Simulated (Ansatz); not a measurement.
The system is TiO.

```xyz
2
Lattice="3.0310 0.0000 0.0000 -1.5155 2.6249 0.0000 0.0000 0.0000 3.2377" Properties=species:S:1:pos:R:3 pbc="T T T"
Ti    1.5155    0.8750    0.0000
O     0.0000    0.0000    1.6188
```

Base run:

| Quantity | Value |
| --- | --- |
| Program | Ansatz 0.2.0 |
| Functional | PBEsol |
| Potentials or basis | Ansatz PAW |
| Cutoff | 420 eV (not typed: the program's choice for these potentials) |
| k mesh | 10 × 10 × 8 |
| Occupations | fermi-dirac, width 0.05 eV |
| Spin | no spin polarisation |
| Hubbard terms | Ti d U = 6 eV |

Its results: band gap on the k mesh 0.20 eV, indirect (least direct gap 0.75 eV); pressure -22.2 GPa.

Q: The run is repeated on the same cell with these changes: hubbard terms from Ti d U = 6 eV to Ti d U = 3 eV. What comes out?

A: Band gap on the k mesh 0.16 eV, direct; pressure -37.5 GPa.

Caveats: the PAW data sets come from PBE, with cores solved anew for the run's functional, which leaves a small shift of forces and pressure; a pressure of tens of GPa on the cell as given is suspect, and the run, the potentials or the cell itself is likely at fault (some runs).

A k mesh can miss the band edges.
